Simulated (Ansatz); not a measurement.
# ZnS (F-43m) in Ansatz: notebook

Aim: see how the results for ZnS move with the level of theory and the settings. Levels: PBE, revPBE, PBEsol. Tasks: single point, relaxation of cell and atoms.

Program: Ansatz 0.2.0. These are calculated values, not measurements. Logs are shortened: lines on timing, memory, paths and dates and some standing lists are left out, and cuts for length are marked.

**The experiment to reproduce.**

“Electronic, vibrational, and thermodynamic properties of ZnS (zincblende and rocksalt structure)”, 2009, arxiv:0911.5022 quotes, for a bulk crystal of ZnS at 19 K: band gap 3.85 eV (direct).

The results are compared with them further down.

### 1 The structure

The structure is cubic, space group F-43m (No. 216). Conventional cell: a = 5.404 Å, b = 5.404 Å, c = 5.404 Å, α = 90.00°, β = 90.00°, γ = 90.00°. Around Zn (site symmetry -43m) lie 4 S at 2.34 Å. Around S (site symmetry -43m) lie 4 Zn at 2.34 Å.

### 2 Single point, PBE

input.yaml

```yaml
crystal:
  lattice:
    - [0.0, 2.702, 2.702]
    - [2.702, 0.0, 2.702]
    - [2.702, 2.702, 0.0]
  atoms:
    - { symbol: Zn, position: [0.75, 0.75, 0.75] }
    - { symbol: S, position: [0.0, 0.0, 0.0] }
kpoints:
  mp_grid: { grid: [6, 6, 6] }
scf:
  occupations: { method: fermi_dirac, width: 0.03 }
hamiltonian:
  xc: pbe
  pseudopotentials: { kind: all_electron, lapw: { basis_error: 0.004 } }
output:
  forces: true
  stress: true
  eigenvalues: true
```

Potentials or basis: all-electron LAPW, scalar-relativistic.

Launch:

```sh
> ansatz run input.yaml --threads 1 --pin off --max-ram 3072MiB --backend cpu --events-out ev --progress --plain --runs-dir out
```

What it wrote:

```text
Warning: RAYON_NUM_THREADS=1 ignored (pool sized by the plan → 1); use --threads N
LAPW: plane waves up to 7.848 Å⁻¹, error target 4.0e-3 eV per atom; small_component_spin mean_spin; S in spheres of 1.030 Å, 14 of its electrons in bands, Dirac shells []; Zn in spheres of 1.310 Å, 20 of its electrons in bands, Dirac shells [] (how accurate: hamiltonian.pseudopotentials.lapw.basis_error, Limitations)
Engine: ansatz 0.2.0, x86_64-unknown-linux-gnu
Pseudopotentials: kind: all_electron
Pseudopotential: Zn, LAPW, valence charge 20, lapw/all_electron/scalar/gaussian/Zn, Koelling and Harmon's equation, gaussian nucleus
Pseudopotential: S, LAPW, valence charge 14, lapw/all_electron/scalar/gaussian/S, Koelling and Harmon's equation, gaussian nucleus
Functional definition: PBE
  parameter kappa = 0.804
  parameter beta = 0.06672455060314922
  exchange = pbe_x(kappa = kappa, mu = beta*pi^2/3)
  correlation = pbe_c(beta = beta)
Crystal: 2 atoms, lattice volume = 39.454 Å³
Basis set: ecut = 234.66107592039322 eV, 331 PW (Γ), exchange–correlation at level 2
Bands: 21, of which v1, the nominal top of the filled ones, is band 17 counted from 1 (16 counted from 0)
Symmetry: 24 space group operations
Space group: F-43m (ITA 216), of the structure as read, at distance tolerance 3.4e-5 Å
k-points: 16 of 216 (time reversal used)
Non-local potential: Zn, projectors of the file, none
Non-local potential: S, projectors of the file, none
Initial density: superposition of atomic densities (chi_scale 0.1, normalization cell, long waves kept (reshape's long-wave potential 0.00 eV rms))
Initial wavefunctions: plane waves of lowest kinetic energy (no species holds an atomic orbital)
Functional: x = pbe(κ = 0.804, μ = 0.2195149727645171), c = pbe(β = 0.06672455060314922)
iter 1 solved again at ethr=3.08e-3 eV; its pass at ethr=1.00e-1 eV (dr2=1.05e0 eV) is discarded
SCF iter   1: F=—  HF=-59737.757519 eV  |F-HF|=—  |Δ(HF+E_count)|=         —  Δρ=4.02e-2  dr2=1.05e0  ethr=3.08e-3  ⟨swp⟩=2.0  Hψ=2291  notcnv=0
preconditioner: auto → none  [insulator: Δε(μ)=2.380 eV  Ē_g=11.614 eV  σ=0.030 eV  W_gap=1.00  n_scr=14 (ndim 8)  ℏωp=25.1 eV  f_vac=0.110  D(μ)=0.00/eV (n_scr^D=0)  ε∞_Penn≈5.7]
iter 2 solved again at ethr=1.50e-4 eV; its pass at ethr=3.08e-3 eV (dr2=5.10e-2 eV) is discarded
SCF iter   2: F=—  HF=-59737.425136 eV  |F-HF|=—  |Δ(HF+E_count)|=   3.32e-1  Δρ=1.33e-2  dr2=5.10e-2  ethr=1.50e-4  ⟨swp⟩=2.0  Hψ=1770  notcnv=0
SCF iter   3: F=—  HF=-59737.334257 eV  |F-HF|=—  |Δ(HF+E_count)|=   9.09e-2  Δρ=7.58e-3  dr2=1.55e-2  ethr=1.50e-4  ⟨swp⟩=3.0  Hψ=1038  notcnv=0
SCF iter   4: F=—  HF=-59737.326733 eV  |F-HF|=—  |Δ(HF+E_count)|=         —  Δρ=3.74e-3  dr2=3.79e-3  ethr=4.55e-5  ⟨swp⟩=2.0  Hψ=988  notcnv=0
the basis was enlarged: its passes take 492.7 KiB over the memory plan, 1 of 1 planned eigensolver slots
SCF iter   5: F=—  HF=-59737.327051 eV  |F-HF|=—  |Δ(HF+E_count)|=   3.18e-4  Δρ=6.83e-4  dr2=1.22e-4  ethr=1.11e-5  ⟨swp⟩=2.0  Hψ=942  notcnv=0
SCF iter   6: F=—  HF=-59737.327114 eV  |F-HF|=—  |Δ(HF+E_count)|=   6.34e-5  Δρ=7.79e-5  dr2=1.64e-6  ethr=3.58e-7  ⟨swp⟩=2.6  Hψ=940  notcnv=0
SCF iter   7: F=-59737.327117 eV  HF=-59737.327117 eV  |F-HF|=5.02e-9  |Δ(HF+E_count)|=   3.29e-6  Δρ=4.34e-6  dr2=8.04e-9  ethr=4.83e-9  ⟨swp⟩=3.0  Hψ=1006  notcnv=0
SCF 1 converged in 7 iterations: F = -59737.327117 eV  dr2 = 8.04e-9
SCF converged after 7 iterations
Free energy (F): -59737.327117 eV
Harris-Foulkes:  -59737.327117 eV  (|F-HF|=5.02e-9)
Internal energy: -59737.327117 eV  (E = F + TS)
E sigma→0 (E₀):  -59737.327117 eV
Fermi energy:    8.385141 eV
--- Per-component energies (eV) ---
  E_band       = -1880.175093
  E_kinetic    = 60684.832384
  E_xc         = -2649.007040
  E_electrostatic = -117773.152461  (all electrons and nuclei)
  E_smearing   = -0.000000  (= −TS)
  E_closure    = 0.000000  (closes the sum)
  E_atoms      = -59730.497347  (free atoms, spherical and without spin; not in F)
  Σ components = -59737.327117   (vs F -59737.327117, Δ=0.00e0)
  Basis errors (estimates in eV, not in F): energy 1.7e-3 per atom: plane waves 1.6e-3 (9.6e-4 summed), levels above the bands 1.2e-121, relativity 1.8e-7, radial functions 1.4e-4, core shells 9.4e-11; eigenvalues (radial functions only) 1.4e-5; not estimated: angular momenta, meshes, grids; target (lapw.basis_error) 4.0e-3; muffin-tin radii S 1.030 Å, Zn 1.310 Å
--- Forces (eV/Å), atoms counted from 1 ---
  atom   1  Zn    -0.00000000     0.00000000     0.00000000
  atom   2  S      0.00000000    -0.00000000     0.00000000
  max |Σ_I F_I| component: 3.24e-17 eV/Å
--- Stress (GPa, compression-positive) ---
        1.640149      -0.000000      -0.000000
       -0.000000       1.640149       0.000000
       -0.000000       0.000000       1.640149
  P = ⅓ Tr σ = 1.6401 GPa (16.401 kbar)
--- Band table (eV; the first three rows and the last of 16) ---
  k-point 0: bands = ["-197.3433", "-142.1155", "-142.1155", "-142.1155", "-117.5443", "-71.7135", "-71.7135", "-71.7135", "-5.8267", "0.9767", "0.9767", "0.9767", "1.4756", "1.4756", "7.3128", "7.3128", "7.3128", "9.4245", "13.6841", "13.6841", "13.6841"]
  k-point 1: bands = ["-197.3433", "-142.1154", "-142.1154", "-142.1154", "-117.5443", "-71.7136", "-71.7135", "-71.7135", "-5.6241", "0.9840", "1.0120", "1.0120", "1.4738", "1.4738", "5.6310", "7.0672", "7.0672", "10.5333", "13.6707", "14.0836", "14.0836"]
  k-point 2: bands = ["-197.3433", "-142.1154", "-142.1154", "-142.1154", "-117.5443", "-71.7136", "-71.7135", "-71.7135", "-5.1648", "1.0709", "1.0709", "1.1414", "1.4875", "1.4875", "3.4255", "6.6398", "6.6398", "10.7474", "14.3288", "14.3288", "15.1339"]
  k-point 15: bands = ["-197.3433", "-142.1154", "-142.1154", "-142.1154", "-117.5443", "-71.7137", "-71.7136", "-71.7136", "-4.5822", "1.0684", "1.2714", "1.3590", "1.4986", "1.8307", "2.7355", "4.6918", "4.7181", "12.1508", "12.6511", "16.2954", "16.3183"]
```

Run time: 3.2 s. Hardware: 1 thread of Intel Xeon Platinum 8375C at 2.90GHz (Ice Lake), shared host; peak memory 0.28 GiB.

What came out:

* Free energy: -59737.3271 eV
* Pressure: 1.6 GPa
* Band gap on the k mesh: 2.11 eV, direct

### 3 Single point, PBE

input.yaml

```yaml
crystal:
  lattice:
    - [0.0, 2.702, 2.702]
    - [2.702, 0.0, 2.702]
    - [2.702, 2.702, 0.0]
  atoms:
    - { symbol: Zn, position: [0.75, 0.75, 0.75] }
    - { symbol: S, position: [0.0, 0.0, 0.0] }
kpoints:
  mp_grid: { grid: [9, 9, 9] }
scf:
  occupations: { method: gaussian, width: 0.03 }
hamiltonian:
  xc: pbe
  pseudopotentials: { kind: all_electron, lapw: { basis_error: 0.001 } }
output:
  forces: true
  stress: true
  eigenvalues: true
```

Potentials or basis: all-electron LAPW, scalar-relativistic.

Launch:

```sh
> ansatz run input.yaml --threads 1 --pin off --max-ram 3072MiB --backend cpu --events-out ev --progress --plain --runs-dir out
```

What it wrote:

```text
Warning: RAYON_NUM_THREADS=1 ignored (pool sized by the plan → 1); use --threads N
LAPW: plane waves up to 8.579 Å⁻¹, error target 1.0e-3 eV per atom; small_component_spin mean_spin; S in spheres of 1.038 Å, 14 of its electrons in bands, Dirac shells []; Zn in spheres of 1.302 Å, 20 of its electrons in bands, Dirac shells [] (how accurate: hamiltonian.pseudopotentials.lapw.basis_error, Limitations)
[... 9 set-up lines as earlier in the session ...]
Crystal: 2 atoms, lattice volume = 39.454 Å³
Basis set: ecut = 280.4421546980472 eV, 411 PW (Γ), exchange–correlation at level 2
Bands: 21, of which v1, the nominal top of the filled ones, is band 17 counted from 1 (16 counted from 0)
[... 2 set-up lines as earlier in the session ...]
k-points: 35 of 729 (time reversal used)
[... 3 set-up lines as earlier in the session ...]
[... 16 lines left out ...]
Harris-Foulkes:  -59737.332270 eV  (|F-HF|=4.62e-9)
Internal energy: -59737.332270 eV  (E = F + TS)
E sigma→0 (E₀):  -59737.332270 eV
Fermi energy:    8.366856 eV
--- Per-component energies (eV) ---
  E_band       = -1880.246312
  E_kinetic    = 60684.782589
  E_xc         = -2648.997944
  E_electrostatic = -117773.116914  (all electrons and nuclei)
  E_smearing   = -0.000000  (= −TS)
  E_closure    = 0.000000  (closes the sum)
  E_atoms      = -59730.497347  (free atoms, spherical and without spin; not in F)
  Σ components = -59737.332270   (vs F -59737.332270, Δ=0.00e0)
  Basis errors (estimates in eV, not in F): energy 4.6e-4 per atom: plane waves 4.1e-4 (2.4e-4 summed), levels above the bands 0.0e0, relativity 2.4e-8, radial functions 4.6e-5, core shells 1.5e-10; eigenvalues (radial functions only) 1.2e-6; not estimated: angular momenta, meshes, grids; target (lapw.basis_error) 1.0e-3; muffin-tin radii S 1.038 Å, Zn 1.302 Å
--- Forces (eV/Å), atoms counted from 1 ---
  atom   1  Zn    -0.00000000     0.00000000    -0.00000000
  atom   2  S      0.00000000    -0.00000000     0.00000000
  max |Σ_I F_I| component: 4.63e-17 eV/Å
--- Stress (GPa, compression-positive) ---
        1.611359      -0.000000       0.000000
       -0.000000       1.611359       0.000000
        0.000000       0.000000       1.611359
  P = ⅓ Tr σ = 1.6114 GPa (16.114 kbar)
--- Band table (eV; the first three rows and the last of 35) ---
  k-point 0: bands = ["-197.3489", "-142.1211", "-142.1211", "-142.1211", "-117.5446", "-71.7138", "-71.7138", "-71.7138", "-5.8293", "0.9762", "0.9762", "0.9762", "1.4754", "1.4754", "7.3103", "7.3103", "7.3103", "9.4229", "13.6831", "13.6831", "13.6831"]
  k-point 1: bands = ["-197.3489", "-142.1211", "-142.1211", "-142.1211", "-117.5446", "-71.7138", "-71.7138", "-71.7138", "-5.7364", "0.9765", "0.9931", "0.9931", "1.4739", "1.4739", "6.3799", "7.1920", "7.1920", "10.1281", "13.5907", "13.8883", "13.8883"]
  k-point 2: bands = ["-197.3489", "-142.1211", "-142.1211", "-142.1211", "-117.5446", "-71.7138", "-71.7138", "-71.7138", "-5.4857", "1.0050", "1.0327", "1.0327", "1.4751", "1.4751", "4.8589", "6.9175", "6.9175", "10.7467", "13.9866", "14.2498", "14.2498"]
  k-point 34: bands = ["-197.3489", "-142.1211", "-142.1211", "-142.1211", "-117.5446", "-71.7139", "-71.7139", "-71.7138", "-4.6087", "1.1059", "1.2383", "1.4002", "1.4625", "1.8253", "2.7612", "4.4195", "4.9424", "12.8815", "13.2159", "14.7942", "16.3074"]
```

It took 8.5 s on 1 thread of Intel Xeon Platinum 8375C at 2.90GHz (Ice Lake), shared host; peak memory 0.31 GiB.

What came out:

| Quantity | Value |
| --- | --- |
| Free energy | -59737.3323 eV |
| Pressure | 1.6 GPa |
| Band gap on the k mesh | 2.11 eV, direct |

### 4 Single point, PBE

input.yaml: that of step 3 with these lines changed.

```diff
@@ -11,3 +11,3 @@
 scf:
-  occupations: { method: gaussian, width: 0.03 }
+  occupations: { method: gaussian, width: 0.023 }
 hamiltonian:
```

Launch:

```sh
> ansatz run input.yaml --threads 1 --pin off --max-ram 3072MiB --backend cpu --events-out ev --progress --plain --runs-dir out
```

It took 8.5 s on 1 thread of Intel Xeon Platinum 8375C at 2.90GHz (Ice Lake), shared host; peak memory 0.31 GiB.

Results (log left out):

```yaml
Free_energy: -59737.3323 eV
Pressure: 1.6 GPa
Band_gap_on_the_k_mesh: 2.11 eV, direct
```

Levels at points of the mesh, in eV from the valence-band top:
| k point | band 14 | band 15 | band 16 | band 17 | band 18 | band 19 | band 20 | band 21 |
| --- | --- | --- | --- | --- | --- | --- | --- | --- |
| (0.00, 0.00, 0.00) | -5.83 | 0.00 | 0.00 | 0.00 | 2.11 | 6.37 | 6.37 | 6.37 |

### 5 Relaxation of cell and atoms, revPBE

input.yaml: that of step 4 with these lines changed.

```diff
@@ -11,5 +11,5 @@
 scf:
-  occupations: { method: gaussian, width: 0.023 }
+  occupations: { method: fermi_dirac, width: 0.05 }
 hamiltonian:
-  xc: pbe
+  xc: revpbe
   pseudopotentials: { kind: all_electron, lapw: { basis_error: 0.001 } }
@@ -18,2 +18,5 @@
   stress: true
-  eigenvalues: true
+relax:
+  f_tol: 0.005
+  max_steps: 60
+  cell: {}
```

Launch:

```sh
> ansatz run input.yaml --threads 1 --pin off --max-ram 3072MiB --backend cpu --events-out ev --progress --plain --runs-dir out
```

Run time: 26 s. Hardware: 1 thread of Intel Xeon Platinum 8375C at 2.90GHz (Ice Lake), shared host; peak memory 0.31 GiB.

It converged, with:

```yaml
Free_energy: -59743.6968 eV
Relaxed_volume: 20.72 Å³/atom
Relaxed_cell: a = 3.884 Å, b = 3.884 Å, c = 3.884 Å, α = 60.00°, β = 60.00°, γ = 60.00°
Space_group_after_relaxing_to_0.05_Å: F-43m (No. 216)
Energy_gained_by_relaxing: 10.3 meV/atom
Ionic_steps: 5
Pressure_after_relaxing: 0.0 GPa
Band_gap_on_the_k_mesh: 2.03 eV
```

Step by step:
```tsv
step	energy change (eV)	largest force (eV/Å)	volume (Å³)
1	0.0000	0.0000	39.45
2	-0.0166	0.0000	40.53
3	-0.0207	0.0000	41.36
4	-0.0207	0.0000	41.44
5	-0.0207	0.0000	41.44
```

Final structure:
```xyz
2
Lattice="0.0000 2.7465 2.7465 2.7465 0.0000 2.7465 2.7465 2.7465 0.0000" Properties=species:S:1:pos:R:3 pbc="T T T"
Zn    4.1197    4.1197    4.1197
S     0.0000    0.0000    0.0000
```

Caveat: an odd mesh through Γ misses points on the zone boundary, where band edges often lie.

### 6 Relaxation of cell and atoms, PBEsol

input.yaml: that of step 5 with these lines changed.

```diff
@@ -13,3 +13,3 @@
 hamiltonian:
-  xc: revpbe
+  xc: pbesol
   pseudopotentials: { kind: all_electron, lapw: { basis_error: 0.001 } }
@@ -19,3 +19,3 @@
 relax:
-  f_tol: 0.005
+  f_tol: 0.01
   max_steps: 60
```

Potentials or basis: all-electron LAPW, scalar-relativistic.

Launch:

```sh
> ansatz run input.yaml --threads 1 --pin off --max-ram 3072MiB --backend cpu --events-out ev --progress --plain --runs-dir out
```

Wall time 20 s (1 thread of Intel Xeon Platinum 8375C at 2.90GHz (Ice Lake), shared host); peak memory 0.34 GiB.

It converged, with:

```
Free energy                            : -59682.0717 eV
Relaxed volume                         : 19.20 Å³/atom
Relaxed cell                           : a = 3.787 Å, b = 3.787 Å, c = 3.787 Å, α = 60.00°, β = 60.00°, γ = 60.00°
Space group after relaxing (to 0.05 Å) : F-43m (No. 216)
Energy gained by relaxing              : 3.2 meV/atom
Ionic steps                            : 4
Pressure after relaxing                : 0.0 GPa
Band gap on the k mesh                 : 2.09 eV
```

Step by step:
| step | energy change (eV) | largest force (eV/Å) | volume (Å³) |
| --- | --- | --- | --- |
| 1 | 0.0000 | 0.0000 | 39.45 |
| 2 | -0.0053 | 0.0000 | 38.86 |
| 3 | -0.0065 | 0.0000 | 38.41 |
| 4 | -0.0065 | 0.0000 | 38.41 |

Final structure:
```yaml
crystal:
  lattice:
    - [0.00000, 2.67786, 2.67786]
    - [2.67786, 0.00000, 2.67786]
    - [2.67786, 2.67786, 0.00000]
  atoms:
    - { symbol: Zn, position: [0.75000, 0.75000, 0.75000] }
    - { symbol: S, position: [0.00000, 0.00000, 0.00000] }
```

Caveat: an odd mesh through Γ misses points on the zone boundary, where band edges often lie.

### 7 The runs side by side

```csv
task,level,cell,k mesh,cutoff (eV),smearing,basis error allowed,gap on the mesh (eV),pressure (GPa),relaxed volume (Å³/atom)
single point,PBE,as given,6 × 6 × 6,235,fermi-dirac 0.03 eV,0.004 eV/atom,2.11,1.6,-
single point,PBE,as given,9 × 9 × 9,280,gaussian 0.03 eV,0.001 eV/atom,2.11,1.6,-
single point,PBE,as given,9 × 9 × 9,280,gaussian 0.023 eV,0.001 eV/atom,2.11,1.6,-
relaxation of cell and atoms,revPBE,relaxed,9 × 9 × 9,-,fermi-dirac 0.05 eV,0.001 eV/atom,2.03,0.0,20.72
relaxation of cell and atoms,PBEsol,relaxed,9 × 9 × 9,-,fermi-dirac 0.05 eV,0.001 eV/atom,2.09,0.0,19.20
```

Alike in all rows: potentials or basis all-electron LAPW, scalar-relativistic; no spin polarisation.

On the cell as given the gap runs from 2.11 eV (PBE) to 2.11 eV (PBE); the meshes differ, which moves gaps too.

Caveats: an odd mesh through Γ misses points on the zone boundary, where band edges often lie (some runs).

Compare energies only between runs with the same functional and basis.

### 8 Against experiment

Step 2. Against the measured gap of ZnS, 3.85 eV (direct; 19 K; quoted in “Electronic, vibrational, and thermodynamic properties of ZnS (zincblende and rocksalt structure)”, 2009, arxiv:0911.5022), the calculated 2.11 eV is off by -1.74 eV. The value is that of PBE, without temperature or zero-point motion. Semilocal functionals fall short of measured gaps as a rule.

Step 3. Against the measured gap of ZnS, 3.85 eV (direct; 19 K; quoted in “Electronic, vibrational, and thermodynamic properties of ZnS (zincblende and rocksalt structure)”, 2009, arxiv:0911.5022), the calculated 2.11 eV is off by -1.74 eV. The value is that of PBE, without temperature or zero-point motion. Semilocal functionals fall short of measured gaps as a rule.

Step 4. Against the measured gap of ZnS, 3.85 eV (direct; 19 K; quoted in “Electronic, vibrational, and thermodynamic properties of ZnS (zincblende and rocksalt structure)”, 2009, arxiv:0911.5022), the calculated 2.11 eV is off by -1.74 eV. The value is that of PBE, without temperature or zero-point motion. Semilocal functionals fall short of measured gaps as a rule.
